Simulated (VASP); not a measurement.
Write the native input for VASP 6.6.1 that does the following.

```
Task                   : core levels
Functional             : PBEsol
Potentials or basis    : VASP PAW PBE potentials, release 64 (B, N)
Cutoff                 : 520 eV
k mesh                 : 10 × 10 × 4
Occupations            : fermi-dirac, width 0.02 eV
Spin                   : no spin polarisation
Further INCAR settings : ALGO = Fast; EDIFF = 1e-07
```

The structure of BN lies in POSCAR:

```
BN
1.0
    2.4982400000      0.0000000000      0.0000000000
   -1.2491200000      2.1635393048      0.0000000000
    0.0000000000      0.0000000000      6.6357000000
B N
2 2
Direct
    0.3333333333      0.6666666667      0.2500000000
    0.6666666667      0.3333333333      0.7500000000
    0.3333333333      0.6666666667      0.7500000000
    0.6666666667      0.3333333333      0.2500000000
```

These files were run (other wordings do the same):

INCAR

```
PREC = Accurate
ENCUT = 520
EDIFF = 1E-7
ISMEAR = -1
SIGMA = 0.02
LREAL = F
LASPH = T
NELM = 100
ALGO = Fast
ISIF = 2
LWAVE = F
LCHARG = F
GGA = PS
ICORELEVEL = 1
```

KPOINTS

```
Automatic mesh
0
Gamma
  10 10 4
```

Potentials or basis: VASP PAW PBE potentials, release 64 (B, N).

Command:

```console
$ cat potpaw_PBE.64/B/POTCAR potpaw_PBE.64/N/POTCAR > POTCAR
$ mpirun -np 1 vasp_std > vasp.out
```

It gave:

- Pressure: 2.5 GPa
- Band gap on the k mesh: 4.13 eV, indirect (least direct gap 4.60 eV)

Caveat: the PAW data sets were made with another functional, which shifts forces and pressure a little; this functional lacks dispersion, which binds the layers, so the pressure and a relaxed spacing across them are unreliable.

Wall time 10 s on 1 thread of Intel(R) Xeon(R) 6975P-C (Granite Rapids), on a shared host, peak memory 0.15 GiB.
